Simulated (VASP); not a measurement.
Si:

```xyz
2
Lattice="0.0000 2.7136 2.7136 2.7136 0.0000 2.7136 2.7136 2.7136 0.0000" Properties=species:S:1:pos:R:3 pbc="T T T"
Si    4.0703    4.0703    4.0703
Si    2.7136    2.7136    2.7136
```

Base run:

```yaml
Program: VASP 6.6.1
Functional: LDA
Potentials_or_basis: VASP PAW LDA potentials, release 64 (Si)
Cutoff: 520 eV
k_mesh: 7 × 7 × 7
Occupations: fermi-dirac, width 0.02 eV
Spin: no spin polarisation
```

Its results: band gap on the k mesh 0.46 eV, indirect (least direct gap 2.52 eV); pressure -1.2 GPa.

Question: After a change of settings the same cell gave: band gap on the k mesh 0.57 eV, indirect (least direct gap 2.51 eV); pressure -0.8 GPa. Which change was it?
A. functional from LDA to PBEsol; potentials or basis from VASP PAW LDA potentials, release 64 (Si) to VASP PAW PBE potentials, release 64 (Si)
B. cutoff from 520 eV to 300 eV; k mesh from 7 × 7 × 7 to 4 × 4 × 4
C. functional from LDA to PBE; potentials or basis from VASP PAW LDA potentials, release 64 (Si) to VASP PAW PBE potentials, release 64 (Si)
D. functional from LDA to r2SCAN; potentials or basis from VASP PAW LDA potentials, release 64 (Si) to VASP PAW PBE potentials, release 64 (Si)

Answer: B.

Caveats: some runs use coarse meshes; an odd mesh through Γ misses points on the zone boundary, where band edges often lie (some runs); the cutoff is under 1.25 times the usual one of these potentials, so pressure, stress and relaxed cells hold a basis-set (Pulay) error (some runs).
